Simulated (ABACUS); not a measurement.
# FeSi (P1) in ABACUS: reference runs

How does FeSi come out in PBE? The cell is run as given.

Program: ABACUS 3.10.1. These are calculated values, not measurements. Logs are shortened: lines on timing, memory, paths and dates and some standing lists are left out, and cuts for length are marked.

## Step 1: The cell of the first run

The typed cell holds 8 atoms: a = 4.467 Å, b = 4.467 Å, c = 4.467 Å, α = 90.00°, β = 90.00°, γ = 90.00°.

## Step 2: Single point, PBE, collinear spin, ferromagnetic start (atom 8 moved 0.45 Å)

Contents of INPUT:

```
INPUT_PARAMETERS
suffix              FeSi
calculation         scf
basis_type          pw
pseudo_dir          ./
symmetry            1
dft_functional      pbe
ecutwfc             90
pseudo_rcut         7
nspin               2
nbands              54
ks_solver           dav
smearing_method     fd
smearing_sigma      0.00367493
scf_thr             1e-08
scf_nmax            100
mixing_type         broyden
mixing_beta         0.4
cal_force           1
cal_stress          1
kpar                4
```

Contents of STRU:

```
ATOMIC_SPECIES
Fe 55.8450 Fe.upf
Si 28.0850 Si.upf

LATTICE_CONSTANT
1.8897261246

LATTICE_VECTORS
4.4670000000 0.0000000000 0.0000000000
0.0000000000 4.4670000000 0.0000000000
0.0000000000 0.0000000000 4.4670000000

ATOMIC_POSITIONS
Direct

Fe
0.0
4
0.1421665700 0.1417370900 0.1396578900 1 1 1 mag 3
0.3741665700 0.8737370900 0.6396578900 1 1 1 mag 3
0.6421665700 0.3737370900 0.8716578900 1 1 1 mag 3
0.8741665700 0.6417370900 0.3716578900 1 1 1 mag 3

Si
0.0
4
0.8526665700 0.8522370900 0.8501578900 1 1 1 mag 0
0.6636665700 0.1632370900 0.3501578900 1 1 1 mag 0
0.3526665700 0.6632370900 0.1611578900 1 1 1 mag 0
0.0983340300 0.2903403600 0.6158947700 1 1 1 mag 0
```

Contents of KPT:

```
K_POINTS
0
Gamma
6 6 6 0 0 0
```

Potentials or basis: PseudoDojo NC SR 0.4.1 PBE standard, plane waves.

Launch:

```sh
$ OMP_NUM_THREADS=1 mpirun -np 4 abacus > log
```

running log:

```text
ABACUS v3.10.1

               Atomic-orbital Based Ab-initio Computation at UStc

 ------------------------------------------------------------------------------------

 READING GENERAL INFORMATION
                           global_out_dir = OUT.FeSi/
                           global_in_card = INPUT
                               pseudo_dir = ./
                              orbital_dir =
                                    DSIZE = 4
                                    GSIZE = 1

 READING UNITCELL INFORMATION
                                    ntype = 2
                  lattice constant (Bohr) = 1.88973
              lattice constant (Angstrom) = 1

 READING ATOM TYPE 1
                               atom label = Fe
                      L=0, number of zeta = 1
                      L=1, number of zeta = 1
                      L=2, number of zeta = 1
             number of atom for this type = 4
               magnetization of element 1 = 3

 READING ATOM TYPE 2
                               atom label = Si
                      L=0, number of zeta = 1
                      L=1, number of zeta = 1
                      L=2, number of zeta = 1
             number of atom for this type = 4
               magnetization of element 2 = 0

                        TOTAL ATOM NUMBER = 8
DIRECT COORDINATES
    atom                   x                   y                   z     mag                  vx                  vy                  vz
taud_Fe1            0.1421665700        0.1417370900        0.1396578900  3.0000        0.0000000000        0.0000000000        0.0000000000
taud_Fe2            0.3741665700        0.8737370900        0.6396578900  3.0000        0.0000000000        0.0000000000        0.0000000000
taud_Fe3            0.6421665700        0.3737370900        0.8716578900  3.0000        0.0000000000        0.0000000000        0.0000000000
taud_Fe4            0.8741665700        0.6417370900        0.3716578900  3.0000        0.0000000000        0.0000000000        0.0000000000
taud_Si1            0.8526665700        0.8522370900        0.8501578900  0.0000        0.0000000000        0.0000000000        0.0000000000
taud_Si2            0.6636665700        0.1632370900        0.3501578900  0.0000        0.0000000000        0.0000000000        0.0000000000
taud_Si3            0.3526665700        0.6632370900        0.1611578900  0.0000        0.0000000000        0.0000000000        0.0000000000
taud_Si4            0.0983340300        0.2903403600        0.6158947700  0.0000        0.0000000000        0.0000000000        0.0000000000

                          Volume (Bohr^3) = 601.512
                             Volume (A^3) = 89.1348

 Lattice vectors: (Cartesian coordinate: in unit of a_0)
               +4.467                  +0                  +0
                   +0              +4.467                  +0
                   +0                  +0              +4.467
 Reciprocal vectors: (Cartesian coordinate: in unit of 2 pi/a_0)
            +0.223864                  -0                  +0
                   -0           +0.223864                  -0
                   +0                  -0           +0.223864
 The esolver type has been set to : ksdft_pw

                PAO radial cut off (Bohr) = 7

 Read in pseudopotential file is Fe.upf
                     pseudopotential type = NC
          exchange-correlation functional = PBE
                 nonlocal core correction = 1
                        valence electrons = 16
                                     lmax = 2
                           number of zeta = 4
                     number of projectors = 6
                           L of projector = 0
[... 5 lines left out ...]
                PAO radial cut off (Bohr) = 7

 Read in pseudopotential file is Si.upf
                     pseudopotential type = NC
          exchange-correlation functional = PBE
                 nonlocal core correction = 1
                        valence electrons = 4
                                     lmax = 2
                           number of zeta = 2
                     number of projectors = 6
                           L of projector = 0
                           L of projector = 0
                           L of projector = 1
                           L of projector = 1
                           L of projector = 2
                           L of projector = 2
     initial pseudo atomic orbital number = 56
 The readin total magnetization is 12

 SETUP THE ELECTRONS NUMBER
            electron number of element Fe = 16
      total electron number of element Fe = 64
            electron number of element Si = 4
      total electron number of element Si = 16
            AUTOSET number of electrons:  = 80
                           occupied bands = 40
                                   NBANDS = 54
                                   NLOCAL = 72

%%%%%%%%%%%%%%%%%%%%%%%%%%%%%%%%%%%%%%%%%%%%%%%%%%%%%%%%%%%%%%%%%%%%%%%%%%%%%%%%%%%%%%%%%%%%%%%%%%%%%%%%%%
 Warning: the number of valence electrons in pseudopotential > 8 for Fe: [Ar] 3d6 4s2
[... 83 lines left out ...]
       2  0.16666667  0.00000000  0.00000000  0.0093       1
       3  0.33333333  0.00000000  0.00000000  0.0093       2
       4  0.50000000  0.00000000  0.00000000  0.0046       3
       5  0.00000000  0.16666667  0.00000000  0.0093       6
       6  0.16666667  0.16666667  0.00000000  0.0093       7
[... 22 lines left out ...]
      29  0.33333333  0.16666667  0.16666667  0.0093      44
      30  0.50000000  0.16666667  0.16666667  0.0093      45
[... 82 further k points ...]

                               nkstot now = 112
[... K-POINTS DIRECT COORDINATES: 112 rows ...]

           k-point number in this process = 28
       minimum distributed K point number = 28
[... stars of the k points ...]
                             nks(nspin=2) = 56
                          nkstot(nspin=2) = 224

[... K-POINTS CARTESIAN COORDINATES: 56 rows ...]

[... K-POINTS DIRECT COORDINATES: 56 rows ...]

 SETUP PLANE WAVES FOR WAVE FUNCTIONS
     energy cutoff for wavefunc (unit:Ry) = 90
              fft grid for wave functions = [ 54, 54, 54 ]
                    number of plane waves = 10131
                         number of sticks = 569

 PARALLEL PW FOR WAVE FUNCTIONS
     PROC   COLUMNS(POT)             PW
        1            569          10131
 --------------- sum -------------------
        1            569          10131

 SETUP NONLOCAL PSEUDOPOTENTIALS IN PLANE WAVE BASIS
 Fe non-local projectors:
 projector 1 L=0
 projector 2 L=0
 projector 3 L=1
 projector 4 L=1
 projector 5 L=2
 projector 6 L=2
 Si non-local projectors:
 projector 1 L=0
 projector 2 L=0
 projector 3 L=1
 projector 4 L=1
 projector 5 L=2
 projector 6 L=2
      TOTAL NUMBER OF NONLOCAL PROJECTORS = 144

 Init Non-Local PseudoPotential table :
 Init Non-Local-Pseudopotential done.

                                     npwx = 8722

 Make real space PAO into reciprocal space.
       max mesh points in Pseudopotential = 701
     dq(describe PAO in reciprocal space) = 0.01
                                    max q = 1143

 number of pseudo atomic orbitals for Fe is 4
WARNING: norm of atomic wavefunction # 3 of atomic type Fe is 0.999976, renormalized
WARNING: norm of atomic wavefunction # 4 of atomic type Fe is 0.996498, renormalized

 number of pseudo atomic orbitals for Si is 2
WARNING: norm of atomic wavefunction # 1 of atomic type Si is 0.999875, renormalized
WARNING: norm of atomic wavefunction # 2 of atomic type Si is 0.996128, renormalized

 -------------------------------------------
 SELF-CONSISTENT
 -------------------------------------------
                                 init_chg = atomic

 PW ALGORITHM --------------- ION=   1  ELEC=   1--------------------------------

 Notice: Threshold on eigenvalues was too large.
 hsover_error=0.8 > DRHO=0.482886
 Origin diag ethr = 0.01
 New diag ethr = 0.000603608
          total magnetism (Bohr mag/cell) = 5.78065
       absolute magnetism (Bohr mag/cell) = 7.27134
                        nelec for spin up = 42.8903
                      nelec for spin down = 37.1097

 Density error is 0.4826191018
                          Error Threshold = 0.000603607656249
----------------------------------------------------------
     Energy           Rydberg                 eV
----------------------------------------------------------
 E_KohnSham     -1036.6659155797     -14104.5633742714
 E_Harris       -1028.0074323411     -13986.7586661885
 E_Fermi        1.2306787929         16.7442439909
----------------------------------------------------------
[... 215 lines left out ...]
 Density error is 9.04990941448e-09
                          Error Threshold = 4.39543539763e-11
----------------------------------------------------------
     Energy           Rydberg                 eV
----------------------------------------------------------
 E_KohnSham     -1036.7711170921     -14105.9947142776
 E_KS(sigma->0) -1036.7694082696     -14105.9714645553
 E_Harris       -1036.7698815943     -14105.9779044675
 E_band         -60.1432543620       -818.2909555865
 E_one_elec     -560.6035654969      -7627.4028098734
 E_Hartree      328.7040217037       4472.2476506854
 E_xc           -155.5137913041      -2115.8736793187
 E_Ewald        -649.3543643499      -8834.9193763263
 E_entropy(-TS) -0.0034176449        -0.0464994447
 E_descf        0.0000000000         0.0000000000
 E_exx          0.0000000000         0.0000000000
 E_Fermi        1.2158287291         16.5421985079
----------------------------------------------------------

 charge density convergence is achieved
 final etot is -14105.994714 eV
 EFERMI = 16.542198508 eV

 STATE ENERGY(eV) AND OCCUPATIONS    NSPIN == 2
SPIN UP :
 1/28 kpoint (Cartesian) = 0.0000 0.0000 0.0000 (8709 pws)
       1       -70.9855     0.00462963
       2       -70.7669     0.00462963
       3       -70.6827     0.00462963
       4       -70.6494     0.00462963
       5       -37.1557     0.00462963
       6       -37.1345     0.00462963
[... 326 lines left out ...]
      53        22.4754    2.70148e-54
      54        22.8875    7.11781e-58

[... levels at 50 further k points ...]

------------------------------------------------------------------------------------------
 TOTAL-FORCE (eV/Angstrom)
------------------------------------------------------------------------------------------
                       Fe1         0.2790307774         0.1456584393        -0.9736504806
                       Fe2        -0.0696009664        -0.7087907663         0.1936607374
                       Fe3        -0.4650164689        -0.5964728946        -0.5842889786
                       Fe4        -0.6887638668         0.8584065121        -0.5103893855
                       Si1        -0.1601007744        -0.8335630094         0.2771380095
                       Si2        -1.1182861840        -0.1068484213        -0.7802100259
                       Si3        -0.3074810841        -0.0336804889         0.0407546828
                       Si4         2.5302185672         1.2752906291         2.3369854409
------------------------------------------------------------------------------------------

----------------------------------------------------------------
 TOTAL-STRESS (KBAR)
----------------------------------------------------------------
        49.1107444240        -5.2494258104         9.1482889149
        -5.2494258104        56.4256947634         0.1547549168
         9.1482889149         0.1547549168        54.3792302136
----------------------------------------------------------------
 TOTAL-PRESSURE: 53.305223 KBAR

 --------------------------------------------
 !FINAL_ETOT_IS -14105.9947142776236433 eV
 --------------------------------------------
```

It took 17 min on 4 MPI ranks of Intel Xeon Platinum 8488C (Sapphire Rapids), shared host; peak memory 2.7 GiB.

Results:

| Item | Value |
| --- | --- |
| Free energy | -14105.9947 eV |
| Pressure | 5.3 GPa |
| Largest force | 3.673 eV/Å |
| Band gap on the k mesh | none (metal or under the smearing width) |
| Net moment | 3.79 μB per cell |
| Absolute moment | 4.69 μB per cell |

Forces in eV/Å, atoms in the order of the input:
```
Fe   0.279  0.146 -0.974
Fe  -0.070 -0.709  0.194
Fe  -0.465 -0.596 -0.584
Fe  -0.689  0.858 -0.510
Si  -0.160 -0.834  0.277
Si  -1.118 -0.107 -0.780
Si  -0.307 -0.034  0.041
Si   2.530  1.275  2.337
```

Caveat: forces of over 1 eV/Å show positions far from the minimum, so gaps and moduli don't describe the material at rest.
